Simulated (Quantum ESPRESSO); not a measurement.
**Zr under changes of volume**

One of the cells (23.281 Å³/atom); the others are scaled copies at fixed shape and fractional positions:

```
CELL_PARAMETERS angstrom
3.23200 0.00000 0.00000
-1.61600 2.79899 0.00000
0.00000 0.00000 5.14700
ATOMIC_POSITIONS crystal
Zr 0.66667 0.33333 0.75000
Zr 0.33333 0.66667 0.25000
```

```yaml
Program: Quantum ESPRESSO 7.5
Functional: LDA
Potentials_or_basis: GBRV 1.5 LDA
Cutoff: 612 eV
Density_cutoff: 4898 eV
k_mesh: 9 × 9 × 5
Occupations: fermi-dirac, width 0.05 eV
Spin: no spin polarisation
```

| volume (Å³/atom) | energy over the lowest point (meV/atom) | pressure (GPa) |
| --- | --- | --- |
| 21.884 | 0.00 | -0.3 |
| 22.350 | 3.83 | -2.4 |
| 22.815 | 13.52 | -4.3 |
| 23.281 | ? | ? |
| 23.746 | 48.43 | -7.7 |
| 24.212 | 72.74 | -9.2 |
| 24.678 | 101.20 | -10.5 |

Problem. What does the run at 23.281 Å³/atom give?

Solution. Energy over the lowest point 28.54 meV/atom; pressure -6.1 GPa.

Worked out: A Birch-Murnaghan fit of order 3 (a polynomial in V^(-2/3)) to the other rows has its minimum at 21.83 Å³/atom, just outside them, with B0 = V·E''(V) = 104 GPa and B' = 3.3 at fixed shape and positions, which overstates the stiffness. It gives 28.55 meV/atom at 23.281 Å³/atom, against the run's 28.54, and -dE/dV = -6.0 GPa, against -6.1.

Energies are extrapolated to zero smearing.
